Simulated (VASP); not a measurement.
# Ag in VASP: settings compared

One slab, Ag, is run at these levels: PBE, LDA; tasks: work function, band structure.

Program: VASP 6.6.1. These are calculated values, not measurements. Logs are shortened: lines on timing, memory, paths and dates and some standing lists are left out, and cuts for length are marked.

**1. The cell of the first run**

The cell holds a slab with vacuum, 6 atoms: a = 2.889 Å, b = 2.889 Å, c = 25.215 Å, α = 90.00°, β = 90.00°, γ = 90.00°.

The slab is cut from a database's or a generator's crystal, which needn't be the stable form of the element.

**2. Work function, PBE (the (1 0 0) slab of Ag, cut from the database cell, not relaxed)**

INCAR

```
SYSTEM = Ag
ALGO     = Normal         ! electronic algorithm
DIPOL    = 0.5 0.5 0.500
EDIFF    = 1E-6           ! SCF threshold, eV
ENCUT    = 520            ! plane-wave cutoff, eV
GGA      = PE             ! functional
IDIPOL   = 3            
ISIF     = 2              ! what is computed and relaxed
ISMEAR   = 0              ! smearing method
LASPH    = .TRUE.         ! aspherical terms in the spheres
LCHARG   = .TRUE.         ! write CHGCAR
LDIPOL   = .TRUE.       
LELF     = .TRUE.         ! ELF
LREAL    = .FALSE.        ! projectors in reciprocal space
LVACPOTAV= .TRUE.       
LVHAR    = .TRUE.       
LWAVE    = .FALSE.        ! write WAVECAR
NELM     = 80             ! most SCF steps
PREC     = Accurate       ! precision mode
SIGMA    = 0.05           ! smearing width, eV
```

KPOINTS

```
k-points
0
G
  9 9 1
  0 0 0
```

POSCAR

```
Ag
1.0
    2.8893797293      0.0000000000      0.0000000000
    0.0000000000      2.8893797293      0.0000000000
    0.0000000000      0.0000000000     25.2155000000
Ag
6
Direct
    0.5000000000      0.5000000000      0.2974361008
    0.0000000000      0.0000000000      0.3784616605
    0.5000000000      0.5000000000      0.4594872202
    0.0000000000      0.0000000000      0.5405127798
    0.5000000000      0.5000000000      0.6215383395
    0.0000000000      0.0000000000      0.7025638992
```

Potentials or basis: VASP PAW PBE potentials, release 64 (Ag).

Launch:

```bash
> cat potpaw_PBE.64/Ag/POTCAR > POTCAR
> mpirun -np 1 vasp_std > vasp.out
```

OUTCAR:

```text
SYSTEM = Ag
   EDIFF = 1E-6
   ENCUT = 520
   GGA = PE
   ISIF = 2
   ISMEAR = 0
   LASPH = .TRUE.
   LREAL = .FALSE.
   NELM = 80
   PREC = Accurate

 ion  position               nearest neighbor table
   1  0.500  0.500  0.297-   2 2.89   2 2.89   2 2.89   2 2.89
   2  0.000  0.000  0.378-   1 2.89   3 2.89   1 2.89   3 2.89   1 2.89   3 2.89   1 2.89   3 2.89

   3  0.500  0.500  0.459-   4 2.89   4 2.89   4 2.89   4 2.89   2 2.89   2 2.89   2 2.89   2 2.89

   4  0.000  0.000  0.541-   3 2.89   3 2.89   3 2.89   3 2.89   5 2.89   5 2.89   5 2.89   5 2.89

   5  0.500  0.500  0.622-   4 2.89   6 2.89   4 2.89   6 2.89   4 2.89   6 2.89   4 2.89   6 2.89

   6  0.000  0.000  0.703-   5 2.89   5 2.89   5 2.89   5 2.89

  LATTYP: Found a simple tetragonal cell.
 ALAT       =     2.8893797293
 C/A-ratio  =     8.7269595423

  Lattice vectors:

 A1 = (   2.8893797293,   0.0000000000,   0.0000000000)
 A2 = (   0.0000000000,   2.8893797293,   0.0000000000)
 A3 = (   0.0000000000,   0.0000000000,  25.2155000000)

Analysis of symmetry for initial positions (statically):
=====================================================================
 Subroutine PRICEL returns:
 Original cell was already a primitive cell.

 Routine SETGRP: Setting up the symmetry group for a
 simple tetragonal supercell.

 Subroutine GETGRP returns: Found 16 space group operations
 (whereof  8 operations were pure point group operations)
 out of a pool of 16 trial point group operations.

The static configuration has the point symmetry C_4v.
 The point group associated with its full space group is D_4h.

Analysis of symmetry for dynamics (positions and initial velocities):
=====================================================================
 Subroutine PRICEL returns:
 Original cell was already a primitive cell.

 Routine SETGRP: Setting up the symmetry group for a
 simple tetragonal supercell.

 Subroutine GETGRP returns: Found 16 space group operations
 (whereof  8 operations were pure point group operations)
 out of a pool of 16 trial point group operations.

The dynamic configuration has the point symmetry C_4v.
 The point group associated with its full space group is D_4h.

 Subroutine INISYM returns: Found 16 space group operations
 (whereof  8 operations are pure point group operations),
 and found     1 'primitive' translations

----------------------------------------------------------------------------------------

                                     Primitive cell

  volume of cell :     210.5120

  direct lattice vectors                    reciprocal lattice vectors
     2.889379729  0.000000000  0.000000000     0.346095042  0.000000000  0.000000000
     0.000000000  2.889379729  0.000000000     0.000000000  0.346095042  0.000000000
     0.000000000  0.000000000 25.215500000     0.000000000  0.000000000  0.039658147

  length of vectors
     2.889379729  2.889379729 25.215500000     0.346095042  0.346095042  0.039658147

  position of ions in fractional coordinates (direct lattice)
     0.500000000  0.500000000  0.297436101
     0.000000000  0.000000000  0.378461661
     0.500000000  0.500000000  0.459487220
     0.000000000  0.000000000  0.540512780
     0.500000000  0.500000000  0.621538339
     0.000000000  0.000000000  0.702563899

  ion indices of the primitive-cell ions
   primitive index   ion index
                 1           1
                 2           2
                 3           3
                 4           4
                 5           5
                 6           6

----------------------------------------------------------------------------------------

 KPOINTS: k-points

Automatic generation of k-mesh.
 Grid dimensions read from file:
 generate k-points for:    9    9    1

 Generating k-lattice:

  Cartesian coordinates                     Fractional coordinates (reciprocal lattice)
     0.038455005  0.000000000  0.000000000     0.111111111  0.000000000  0.000000000
     0.000000000  0.038455005  0.000000000     0.000000000  0.111111111  0.000000000
     0.000000000  0.000000000  0.039658147     0.000000000  0.000000000  1.000000000

  Length of vectors
     0.038455005  0.038455005  0.039658147

  Shift w.r.t. Gamma in fractional coordinates (k-lattice)
     0.000000000  0.000000000  0.000000000

 Subroutine IBZKPT returns following result:
 ===========================================

 Found     15 irreducible k-points:

 Following reciprocal coordinates:
            Coordinates               Weight
  0.000000  0.000000  0.000000      1.000000
  0.111111  0.000000  0.000000      4.000000
  0.222222  0.000000  0.000000      4.000000
  0.333333  0.000000  0.000000      4.000000
  0.444444  0.000000  0.000000      4.000000
  0.111111  0.111111  0.000000      4.000000
  0.222222  0.111111  0.000000      8.000000
  0.333333  0.111111  0.000000      8.000000
  0.444444  0.111111  0.000000      8.000000
  0.222222  0.222222  0.000000      4.000000
  0.333333  0.222222  0.000000      8.000000
  0.444444  0.222222  0.000000      8.000000
  0.333333  0.333333  0.000000      4.000000
  0.444444  0.333333  0.000000      8.000000
  0.444444  0.444444  0.000000      4.000000
   k-points           NKPTS =     15   k-points in BZ     NKDIM =     15   number of bands    NBANDS=     39
   number of dos      NEDOS =    301   number of ions     NIONS =      6
   total plane-waves  NPLWV = 110592
   dimension x,y,z NGX =    24 NGY =   24 NGZ =  192
   dimension x,y,z NGXF=    48 NGYF=   48 NGZF=  384
   ions per type =               6
   NGX,Y,Z   is equivalent  to a cutoff of  13.81, 13.81, 12.66 a.u.
   NGXF,Y,Z  is equivalent  to a cutoff of  27.62, 27.62, 25.32 a.u.
 SYSTEM =  Ag
   PREC   = accura    normal or accurate (medium, high low for compatibility)
   ISTART =      0    job   : 0-new  1-cont  2-samecut
   ICHARG =      2    charge: 1-file 2-atom 10-const
   ISPIN  =      1    spin polarized calculation?
   LNONCOLLINEAR =      F non collinear calculations
   LSORBIT =      F    spin-orbit coupling
   LASPH  =      T    aspherical Exc in radial PAW
   ENCUT  =  520.0 eV  38.22 Ry    6.18 a.u.   5.37  5.37 46.88*2*pi/ulx,y,z
   NELM   =     80;   NELMIN=  2; NELMDL= -5     # of ELM steps
   EDIFF  = 0.1E-05   stopping-criterion for ELM
   LREAL  =      F    real-space projection
   EDIFFG = 0.1E-04   stopping-criterion for IOM
   NSW    =      0    number of steps for IOM
   IBRION =     -1    ionic relax: 0-MD 1-quasi-New 2-CG
   NFREE  =      0    steps in history (QN), initial steepest desc. (CG)
   ISIF   =      2    stress and relaxation
   ISYM   =      2    0-nonsym 1-usesym 2-fastsym
   POTIM  = 0.5000    time-step for ionic-motion
   TEBEG  =    0.0;   TEEND  =   0.0 temperature during run
   PSTRESS=    0.0 pullay stress
   NELECT =      66.0000    total number of electrons
   NUPDOWN=      -1.0000    fix difference up-down
   EMIN   =  10.00;   EMAX   =-10.00  energy-range for DOS
   EFERMI =   0.00;   METHOD = LEGACY
   ISMEAR =     0;   SIGMA  =   0.05  broadening in eV -4-tet -1-fermi 0-gaus
   EFERMI_NEDOS =   21; number of points for ismear=-14 and -15
   IALGO  =     38    algorithm
   IMIX   =      4    mixing-type and parameters
     AMIX     =   0.40;   BMIX     =  1.00
     AMIX_MAG =   1.60;   BMIX_MAG =  1.00
  volume/ion in A,a.u.               =      35.09       236.77
  Fermi-wavevector in a.u.,A,eV,Ry     =   1.112151  2.101661 16.828781  1.236880
  Thomas-Fermi vector in A             =   2.248722
   LORBIT       =      0    0 simple, 1 ext, 2 COOP (PROOUT), +10 PAW based schemes
   GGA     = PE    functional components
   LHFCALC =     F    Hartree Fock is set to
   AEXX    =    0.0000 exact exchange contribution
   IVDW    =     0    specifies the selected vdW correction
   LEPSILON=     F    determine dielectric tensor
   LRPA    =     F    only Hartree local field effects (RPA)
 non-spin polarized calculation
 Gauss-broadening in eV      SIGMA  =   0.05
  energy-cutoff  :      520.00
  volume of cell :      210.51
 maximum number of plane-waves:      5731
 NGX is ok and might be reduce to    24
   NGX = 11   NGY = 11   NGZ = 93

 dipolmoment           0.000000      0.000000      0.000000 electrons x Angstroem

 number of electron      65.9999974 magnetization

 dipolmoment           0.000000      0.000000     -0.000000 electrons x Angstroem

 Free energy of the ion-electron system (eV)
  ---------------------------------------------------
  ext. energy  EPLUGINS =         0.00000000
  ---------------------------------------------------
  free energy    TOTEN  =       -15.45910300 eV

  energy without entropy =      -15.45659972  energy(sigma->0) =      -15.45785136

 E-fermi :   1.9124     XC(G=0):  -6.6321

 val. band max:        1.8123059322   @ k =   0.4444   0.2222   0.0000
 cond. band min:       1.9386174383   @ k =   0.4444   0.3333   0.0000
 fundamental gap:      0.1263115061
 Fermi energy:         1.9124357092

 k-point     1 :       0.0000    0.0000    0.0000
  band No.  band energies     occupation
      1      -5.6157      2.00000
      2      -4.8759      2.00000
      3      -4.4406      2.00000
      4      -4.3251      2.00000
      5      -4.2214      2.00000
      6      -4.0359      2.00000
[... 31 lines left out ...]
     38       6.0052      0.00000
     39       6.2866      0.00000

 k-point     2 :       0.1111    0.0000    0.0000
  band No.  band energies     occupation
      1      -5.3713      2.00000
      2      -4.6709      2.00000
      3      -4.3298      2.00000
      4      -4.1829      2.00000
      5      -4.1075      2.00000
      6      -3.8938      2.00000
[... 535 lines left out ...]
     38       6.9742      0.00000
     39       7.8200      0.00000

 k-point    15 :       0.4444    0.4444    0.0000
  band No.  band energies     occupation
      1      -4.3550      2.00000
      2      -4.3490      2.00000
      3      -4.2355      2.00000
      4      -4.2318      2.00000
      5      -3.9769      2.00000
      6      -3.9640      2.00000
[... 31 lines left out ...]
     38       8.4166      0.00000
     39       8.6780      0.00000

------------------------ aborting loop because EDIFF is reached ----------------------------------------

  FORCE on cell =-STRESS in cart. coord.  units (eV):
  Direction    XX          YY          ZZ          XY          YZ          ZX
  --------------------------------------------------------------------------------------
  -------------------------------------------------------------------------------------
  Total        1.2149503      1.2149503      1.8817861      0.0000000      0.0000000      0.0000000
  in kB        9.2468169      9.2468169     14.3220109      0.0000000      0.0000000      0.0000000
  external PRESSURE =      10.9385482 kB  Pullay stress =       0.0000000 kB

 VOLUME and BASIS-vectors are now :
 -----------------------------------------------------------------------------
  energy-cutoff  :      520.00
  volume of cell :      210.51
      direct lattice vectors                 reciprocal lattice vectors
     2.889379729  0.000000000  0.000000000     0.346095042  0.000000000  0.000000000
     0.000000000  2.889379729  0.000000000     0.000000000  0.346095042  0.000000000
     0.000000000  0.000000000 25.215500000     0.000000000  0.000000000  0.039658147

 POSITION                                       TOTAL-FORCE (eV/Angst)
 -----------------------------------------------------------------------------------
      1.44469      1.44469      7.50000         0.000000     -0.000000     -0.072591
      0.00000      0.00000      9.54310         0.000000      0.000000     -0.177962
      1.44469      1.44469     11.58620         0.000000      0.000000     -0.046430
      0.00000      0.00000     13.62930        -0.000000     -0.000000      0.046430
      1.44469      1.44469     15.67240        -0.000000      0.000000      0.177962
      0.00000      0.00000     17.71550        -0.000000      0.000000      0.072591
 -----------------------------------------------------------------------------------
    total drift:                                0.000000     -0.000000     -0.000000

  FREE ENERGIE OF THE ION-ELECTRON SYSTEM (eV)
  ---------------------------------------------------
  free  energy   TOTEN  =       -15.4591029956 eV

  energy  without entropy=      -15.4565997202  energy(sigma->0) =      -15.45785136

 vacuum level on the upper side and lower side of the slab         6.179         6.179
```

It took 2.6 min on 1 thread of Intel Xeon Platinum 8488C (Sapphire Rapids), shared host; peak memory 0.35 GiB.

Results:

* Free energy: -15.4591 eV
* Largest force: 0.178 eV/Å
* Band gap on the k mesh: none (metal or under the smearing width)
* Work function of the upper face: 4.27 eV
* Work function of the lower face: 4.27 eV

Forces on the atoms (eV/Å):
```
Ag   0.000  0.000 -0.073
Ag   0.000  0.000 -0.178
Ag   0.000  0.000 -0.046
Ag   0.000  0.000  0.046
Ag   0.000  0.000  0.178
Ag   0.000  0.000  0.073
```

Levels at points of the mesh, in eV from the Fermi level:
| k point | band 32 | band 33 | band 34 | band 35 | band 36 | band 37 |
| --- | --- | --- | --- | --- | --- | --- |
| (0.00, 0.00, 0.00) | -2.92 | -2.83 | -2.83 | -1.31 | 0.47 | 1.44 |

**3. Band structure, LDA, non-collinear spin, antiferromagnetic start (the (1 0 0) slab of Ag, cut from the database cell, not relaxed)**

run.py

```python
from ase.calculators.vasp import Vasp
from ase.dft.bandgap import bandgap
from ase.io import read

atoms = read('Ag.xyz')
atoms.set_initial_magnetic_moments([[0.5, 0.0, 0.0], [-0.5, -0.0, -0.0], [0.5, 0.0, 0.0], [-0.5, -0.0, -0.0], [0.5, 0.0, 0.0], [-0.5, -0.0, -0.0]])
calc = Vasp(
    directory='calc',
    xc='lda',
    pp='LDA',
    setups='recommended',
    prec='Accurate',
    encut=520,
    ediff=1e-06,
    ismear=-1,
    sigma=0.02,
    lreal=False,
    lasph=True,
    nelm=80,
    algo='Fast',
    isif=2,
    lwave=False,
    lcharg=True,
    lnoncollinear=True,
    lorbit=11,
    lmaxmix=4,
    ldipol=True,
    idipol=3,
    dipol=[0.5, 0.5, 0.5],
    kpts=[7, 7, 1],
    gamma=True,
)
atoms.calc = calc

print('energy (eV):', atoms.get_potential_energy())
print('free energy (eV):', atoms.get_potential_energy(force_consistent=True))
efermi = calc.get_fermi_level()
print('Fermi level (eV):', efermi)
path = atoms.cell.bandpath(npoints=40, eps=1e-4)
print('path:', path.path)
calc.set(kpts=path.kpts, reciprocal=True, icharg=11, isym=0, lcharg=False)
calc.calculate(atoms)
print('gap on the path (eV):', bandgap(calc, efermi=efermi)[0])
print('direct gap on the path (eV):', bandgap(calc, efermi=efermi, direct=True)[0])
```

Ag.xyz

```xyz
6
Lattice="2.8893797293 0.0000000000 0.0000000000 0.0000000000 2.8893797293 0.0000000000 0.0000000000 0.0000000000 25.2155000000" Properties=species:S:1:pos:R:3 pbc="T T T"
Ag     1.4446898646      1.4446898646      7.5000000000
Ag     0.0000000000      0.0000000000      9.5431000000
Ag     1.4446898646      1.4446898646     11.5862000000
Ag     0.0000000000      0.0000000000     13.6293000000
Ag     1.4446898646      1.4446898646     15.6724000000
Ag     0.0000000000      0.0000000000     17.7155000000
```

Potentials or basis: VASP PAW LDA potentials, release 64 (Ag).

Launch:

```bash
> python run.py
```

Output:

```text
energy (eV): -21.27483321
free energy (eV): -21.27602526
Fermi level (eV): 1.47063921
path: GXMGZRAZ,XR,MA
gap on the path (eV): 0.0
direct gap on the path (eV): 0.0
```

OUTCAR:

```text
ENCUT = 520.000000
   EDIFF = 1.00e-06
   PREC = Accurate
   ICHARG = 11
   ISIF = 2
   ISMEAR = -1
   ISYM = 0
   LORBIT = 11
   NELM = 80
   LASPH = .TRUE.
   LNONCOLLINEAR = .TRUE.
   LREAL = .FALSE.
   ISPIN = 2

 ion  position               nearest neighbor table
   1  0.500  0.500  0.297-   2 2.89   2 2.89   2 2.89   2 2.89
[... 2151 lines left out ...]
tot          2.493   1.497  55.217  59.208

 magnetization (x)

# of ion       s       p       d       tot
------------------------------------------
    1       -0.000   0.000  -0.000  -0.000
    2        0.000   0.000  -0.000   0.000
    3        0.000   0.000   0.000   0.000
    4        0.000   0.000   0.000   0.000
    5       -0.000  -0.000  -0.000  -0.000
    6        0.000  -0.000   0.000   0.000
--------------------------------------------------
tot          0.000  -0.000  -0.000   0.000

 magnetization (y)

# of ion       s       p       d       tot
------------------------------------------
    1        0.000   0.000  -0.000   0.000
    2       -0.000   0.000   0.000  -0.000
    3       -0.000  -0.000  -0.000  -0.000
    4       -0.000   0.000   0.000  -0.000
    5        0.000   0.000  -0.000   0.000
    6       -0.000   0.000   0.000  -0.000
--------------------------------------------------
tot         -0.000   0.000   0.000  -0.000

 magnetization (z)

# of ion       s       p       d       tot
------------------------------------------
    1       -0.000  -0.000  -0.000  -0.000
    2        0.000   0.000   0.000   0.000
    3       -0.000   0.000   0.000   0.000
    4       -0.000  -0.000  -0.000  -0.000
    5        0.000   0.000  -0.000   0.000
    6       -0.000  -0.000   0.000  -0.000
--------------------------------------------------
tot         -0.000   0.000  -0.000  -0.000
```

INCAR:

```text
ENCUT = 520.000000
SIGMA = 0.020000
EDIFF = 1.00e-06
ALGO = Fast
PREC = Accurate
ICHARG = 11
IDIPOL = 3
ISIF = 2
ISMEAR = -1
ISYM = 0
LMAXMIX = 4
LORBIT = 11
NELM = 80
DIPOL = 0.5 0.5 0.5
LASPH = .TRUE.
LCHARG = .FALSE.
LDIPOL = .TRUE.
LWAVE = .FALSE.
LNONCOLLINEAR = .TRUE.
LREAL = .FALSE.
ISPIN = 2
MAGMOM = 1*0.5000 2*0.0000 1*-0.5000 2*-0.0000 1*0.5000 2*0.0000 1*-0.5000 2*-0.0000 1*0.5000 2*0.0000 1*-0.5000 2*-0.0000
```

Wall time 45 min (1 thread of Intel Xeon Platinum 8488C (Sapphire Rapids), shared host); peak memory 1.1 GiB.

Results:

```
Band gap along the path : none (metal or under the smearing width)
Net moment              : 0.00 μB per cell
```

Levels at the corners of the path, in eV from the Fermi level:
```csv
point,band 63,band 64,band 65,band 66,band 67,band 68,band 69,band 70,band 71,band 72
Γ,-2.80,-2.80,-2.69,-2.69,-2.69,-2.69,-1.25,-1.25,0.53,0.53
X,-0.43,-0.43,-0.33,-0.33,-0.33,-0.33,0.27,0.27,0.27,0.27
M,2.11,2.11,3.31,3.31,3.31,3.31,4.91,4.91,4.91,4.91
Γ,-2.80,-2.80,-2.69,-2.69,-2.69,-2.69,-1.25,-1.25,0.53,0.53
Z,-2.80,-2.80,-2.69,-2.69,-2.69,-2.69,-1.25,-1.25,0.53,0.53
R,-0.43,-0.43,-0.33,-0.33,-0.33,-0.33,0.27,0.27,0.27,0.27
A,2.11,2.11,3.31,3.31,3.31,3.31,4.91,4.91,4.91,4.91
Z,-2.80,-2.80,-2.69,-2.69,-2.69,-2.69,-1.25,-1.25,0.53,0.53
X,-0.43,-0.43,-0.33,-0.33,-0.33,-0.33,0.27,0.27,0.27,0.27
R,-0.43,-0.43,-0.33,-0.33,-0.33,-0.33,0.27,0.27,0.27,0.27
M,2.11,2.11,3.31,3.31,3.31,3.31,4.91,4.91,4.91,4.91
A,2.11,2.11,3.31,3.31,3.31,3.31,4.91,4.91,4.91,4.91
```

Moments on the atoms (μB; x, y, z):
```
Ag  0.00 0.00 0.00
Ag  0.00 0.00 0.00
Ag  0.00 0.00 0.00
Ag  0.00 0.00 0.00
Ag  0.00 0.00 0.00
Ag  0.00 0.00 0.00
```

Caveat: the log is that of the step along the path at fixed density, whose energy, stress, charges and moments have no meaning.
